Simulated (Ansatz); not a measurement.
# Structure relaxation of Al2Au

Level of theory: DFT PBE, scalar-relativistic, plane waves, PAW (Ansatz 0.2.0). Cutoff 420 eV, Γ-centred k mesh, Gaussian smearing, no spin polarisation in the final step.

The start puts Al2Au on the sites of a reported TbCd2 cell (P6/mmm, No. 191), with Au in place of Tb, Al in place of Cd, at a guessed volume.

```yaml
crystal:
  lattice:
    - [4.40678, 0.00000, 0.00000]
    - [-2.20339, 3.81639, 0.00000]
    - [0.00000, 0.00000, 3.09957]
  atoms:
    - { symbol: Al, position: [0.33333, 0.66667, 0.50000] }
    - { symbol: Al, position: [0.66667, 0.33333, 0.50000] }
    - { symbol: Au, position: [0.00000, 0.00000, 0.00000] }
```

Cell and atoms relax at zero pressure; the relaxation can't lower the symmetry of the start. After a coarse first stage the cell is made exact in the group found at 0.06 Å.

Formation energies are uncorrected and refer to the elements' standard structures at the same level.

**Question.** Which crystal results?

**Answer.** It keeps P6/mmm (No. 191). Conventional cell: a = 4.747 Å, c = 2.767 Å. Al is coordinated by 5 Al at 2.74–2.77 Å and 6 Au at 3.07 Å; Au is coordinated by 2 Au at 2.77 Å and 12 Al at 3.07 Å.

```
Al Au
1.0
     4.74717    0.00000    0.00000
    -2.37358    4.11117    0.00000
     0.00000    0.00000    2.76721
Al Au
2 1
Direct
  0.33333 0.66667 0.50000
  0.66667 0.33333 0.50000
  0.00000 0.00000 0.00000
```

**Question.** What are its volume, energy, density and gap?

**Answer.** The volume per atom is 18.00 Å³, the density is 7.72 g/cm³ and the energy over the elements is 0.12 eV/atom. The gap on the 12×12×14 mesh is 0 eV (a metal).

The final run used a 12×12×14 mesh on its 3-atom cell and 0.10 eV smearing. The k mesh leaves about 4 meV/atom of noise in metals. Spin–orbit coupling is left out. Symmetry constrained the relaxation, so the result can be a saddle point.

Cost: 3 runs of about 1.2 core-minutes in all, on Arm Neoverse V2 (shared hosts).